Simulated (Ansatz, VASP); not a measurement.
**One calculation of SnO, two programs**

```
CELL_PARAMETERS angstrom
3.32145 0.00000 0.00000
0.00000 5.61736 0.00000
0.00000 0.00000 4.22197
ATOMIC_POSITIONS crystal
Sn 0.00000 0.23191 0.51314
Sn 0.50000 0.76809 0.01314
O 0.00000 0.89125 0.73686
O 0.50000 0.10875 0.23686
```

Change from the starting cell: strain -0.0100 x Voigt [1, 1, 0, 0, 0, 0], atoms carried along.

Alike in both runs: task single point; functional PBE; dispersion D3(BJ); k mesh 8 × 6 × 6; occupations gaussian, width 0.05 eV; no spin polarisation.

|  | VASP | Ansatz |
| --- | --- | --- |
| version | VASP 6.6.1 | Ansatz 0.2.0 |
| potentials or method | VASP PAW PBE potentials, release 64 (Sn_d, O) | scalar-relativistic, plane waves, PAW |
| plane-wave cutoff (eV) | 520 | 420 |
| valence electrons in the cell | 40 | 40 |

Ansatz gave:

| Property | Result |
| --- | --- |
| gap on the k mesh at the Fermi level (eV) | 1.38 |
| least direct gap on the mesh (eV) | 1.98 |
| pressure (GPa) | 0.4 |
| largest component of the traceless stress (GPa) | 0.43 |
| rms of the force components (eV/Å) | 0.085 |

Task: Estimate VASP's values.

Result: gap on the k mesh at the Fermi level (eV): 1.37; least direct gap on the mesh (eV): 1.97; pressure (GPa): 0.5; largest component of the traceless stress (GPa): 0.49; rms of the force components (eV/Å): 0.121.

Atom by atom the forces differ by 0.036 eV/Å (rms over components). With one functional, cell and mesh, what is left measures potentials, basis and numerics.

Caveats: spin-orbit coupling is left out, which moves the levels of the heavy elements. A k mesh can miss the band edges.
